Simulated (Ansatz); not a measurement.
Rocksalt BaO, relaxed with r2SCAN. It is cubic, Fm-3m (No. 225); a = 5.544 Å in the conventional setting, 21.30 Å³ an atom. Ba has 6 O at 2.77 Å; O has 6 Ba at 2.77 Å.

4 runs of the PAW code Ansatz on this cell differ in the functional (and in the settings that go with it). Levels are in eV from each run's valence top; v1 is the last filled band, c1 the first empty one.

Run A, mean stress -0.5 GPa (compression positive):
```tsv
point	v5	v3	v1	c1	c2	c3
Γ	-10.74	-0.49	-0.49	4.92	6.17	6.17
X	-11.37	-0.24	0.00	3.32	7.51	10.29
U	-11.26	-0.99	-0.16	4.75	7.93	8.57
L	-10.85	-2.06	-1.58	6.39	8.79	8.79
W	-11.88	-1.45	-0.22	5.95	5.95	8.41
```

Run B, mean stress 0.0 GPa (compression positive):
```tsv
point	v5	v3	v1	c1	c2	c3
Γ	-10.68	-0.47	-0.47	4.18	5.18	5.18
X	-11.27	-0.23	0.00	2.38	6.61	9.00
U	-11.16	-0.94	-0.15	3.77	6.82	7.62
L	-10.80	-1.94	-1.48	5.35	7.70	7.70
W	-11.74	-1.35	-0.22	4.92	4.92	7.47
```

Run C, mean stress +1.2 GPa (compression positive):
```tsv
point	v5	v3	v1	c1	c2	c3
Γ	-10.34	-0.44	-0.44	3.59	4.75	4.75
X	-10.92	-0.22	0.00	2.05	6.01	8.41
U	-10.80	-0.94	-0.15	3.41	6.38	7.03
L	-10.46	-1.97	-1.46	4.96	7.20	7.20
W	-11.39	-1.34	-0.21	4.53	4.53	6.88
```

Run D, mean stress -0.5 GPa (compression positive):
```tsv
point	v5	v3	v1	c1	c2	c3
Γ	-10.75	-0.48	-0.48	5.63	6.93	6.93
X	-11.38	-0.23	0.00	4.05	8.26	11.05
U	-11.27	-1.00	-0.16	5.50	8.68	9.34
L	-10.86	-2.09	-1.60	7.15	9.57	9.57
W	-11.90	-1.47	-0.22	6.70	6.70	9.18
```

Task: Match the runs to PBE, r2SCAN, HSE06, PBE0.

Result: A is HSE06, B is r2SCAN, C is PBE, D is PBE0. In order of the gap: PBE 2.05, r2SCAN 2.38, HSE06 3.32, PBE0 4.05 eV. The stress vanishes for r2SCAN, which relaxed the cell.

The values are computed, spin-unpolarised, and not measurements.

Spin-orbit coupling is left out.

The stress of a hybrid is loosely converged in these runs.

The meshes of the hybrids are coarse, so their gaps aren't converged to the digits shown.
